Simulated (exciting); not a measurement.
Input of an exciting (release sodium) run:

File input.xml:

```xml
<input>
  <title>Rh</title>
  <structure speciespath="./" tshift="false">
    <crystal scale="1">
      <basevect>0.000000000000 3.586416725621 3.586416725621</basevect>
      <basevect>3.586416725621 0.000000000000 3.586416725621</basevect>
      <basevect>3.586416725621 3.586416725621 0.000000000000</basevect>
    </crystal>
    <species speciesfile="Rh.xml" rmt="2.3">
      <atom coord="0.000000000000 0.000000000000 0.000000000000"/>
    </species>
  </structure>
  <groundstate do="fromscratch" ngridk="12 12 12" rgkmax="9" gmaxvr="14" lmaxapw="10" lmaxmat="10" lmaxvr="8" xctype="GGA_PBE" stype="Gaussian" swidth="0.00040424" nempty="12" ValenceRelativity="iora*" epsengy="1e-05" epspot="1e-05" maxscl="60" tforce="true" outputlevel="high"/>
  <properties>
    <chargedensityplot>
      <plot3d>
        <box grid="14 14 14">
          <origin coord="0 0 0"/>
          <point coord="1 0 0"/>
          <point coord="0 1 0"/>
          <point coord="0 0 1"/>
        </box>
      </plot3d>
    </chargedensityplot>
    <elfplot>
      <plot3d>
        <box grid="14 14 14">
          <origin coord="0 0 0"/>
          <point coord="1 0 0"/>
          <point coord="0 1 0"/>
          <point coord="0 0 1"/>
        </box>
      </plot3d>
    </elfplot>
    <exccplot>
      <plot3d>
        <box grid="14 14 14">
          <origin coord="0 0 0"/>
          <point coord="1 0 0"/>
          <point coord="0 1 0"/>
          <point coord="0 0 1"/>
        </box>
      </plot3d>
    </exccplot>
  </properties>
</input>
```

Potentials or basis: all-electron LAPW+lo, shipped species files, valence relativity iora*.

The run is started by

```sh
$ OMP_NUM_THREADS=1 exciting_smp
```

Q: What does it give for the band gap on the k mesh?

A: None (metal or under the smearing width).
